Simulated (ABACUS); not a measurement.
Runs of ABACUS 3.10.1 on AgCl (Chlorargyrite). It takes space group Fm-3m (No. 225, cubic). The conventional cell has a = 5.470 Å, b = 5.470 Å, c = 5.470 Å, α = 90.00°, β = 90.00°, γ = 90.00°. Ag (site symmetry m-3m) has 6 Cl at 2.73 Å as nearest neighbours. Cl (site symmetry m-3m) has 6 Ag at 2.73 Å as nearest neighbours. 

```tsv
task	level	potentials or basis	cell	k mesh	cutoff (eV)	max steps of the relaxation	force threshold	optimiser	stress threshold	radial cutoff of the potentials (pseudo_rcut)	gap on the mesh (eV)	pressure (GPa)	relaxed volume (Å³/atom)
relaxation of cell and atoms	PBE	SG15 ONCV 1.2 PBE, DZP LCAO (the cutoffs set its grid)	relaxed	7 × 7 × 7	1361	60	0.01 eV/Å	cg	0.5 kbar	10 bohr	-	0.0	(c)
relaxation of cell and atoms	r2SCAN	SG15 ONCV 1.2 PBE, DZP LCAO (the cutoffs set its grid)	relaxed	6 × 6 × 6	1361	-	0.03 eV/Å	ASE BFGS	-	10 bohr	1.38	0.1	21.38
single point	PBEsol	PseudoDojo NC SR 0.4.1 PBEsol standard, plane waves	as given	8 × 8 × 8	1116	-	-	-	-	7 bohr	0.73	-0.8	-
single point	PBE	PseudoDojo NC SR 0.4.1 PBE standard, plane waves	as given	8 × 8 × 8	1116	-	-	-	-	10 bohr	(b)	3.8	-
single point	r2SCAN	SG15 ONCV 1.2 PBE, plane waves	as given	5 × 5 × 5	1293	-	-	-	-	7 bohr	1.55	(d)	-
single point	r2SCAN	SG15 ONCV 1.2 PBE, DZP LCAO (the cutoffs set its grid)	as given	6 × 6 × 6	1361	-	-	-	-	10 bohr	(a)	2.7	-
```

Alike in all rows: no spin polarisation; smearing fermi-dirac 0.05 eV.

Task: Fill in the values left out.

Result: (a) 1.37; (b) 0.91; (c) 22.38; (d) 2.2.

Caveats: the atomic orbitals were generated for these runs and aren't a published set (some runs); the basis of atomic orbitals isn't converged, which shifts pressures, moduli and gaps (some runs); the potentials were made for another functional, which shifts forces and pressure (some runs); an odd mesh through Γ misses points on the zone boundary, where band edges often lie (some runs).

A k mesh can miss the band edges, and the runs leave out spin-orbit coupling on Ag.

Not every run made on this cell is shown here.
